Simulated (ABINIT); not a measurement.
B:

```
CELL_PARAMETERS angstrom
1.88524 0.00000 0.00000
0.00000 1.88524 0.00000
0.00000 0.00000 1.88524
ATOMIC_POSITIONS crystal
B 0.50000 0.50000 0.50000
```

The cell was built by a generator and needn't be a form met in nature.

Base run:

- Program: ABINIT 10.8.3 (patched build)
- Functional: PBEsol
- Potentials or basis: PseudoDojo NC SR PBEsol v0.4.1 standard
- Cutoff: 1034 eV
- k mesh: 10 × 10 × 10
- Occupations: fermi-dirac, width 0.05 eV
- Spin: no spin polarisation

Its results: band gap on the k mesh none (metal or under the smearing width); pressure -2.7 GPa.

Question: The run is repeated on the same cell with these changes: functional from PBEsol to LDA; potentials or basis from PseudoDojo NC SR PBEsol v0.4.1 standard to PseudoDojo NC SR LDA v0.4 stringent; cutoff from 1034 eV to 925 eV. What comes out?

Answer: Band gap on the k mesh none (metal or under the smearing width); pressure -8.3 GPa.

Not every run made on this cell is shown here.
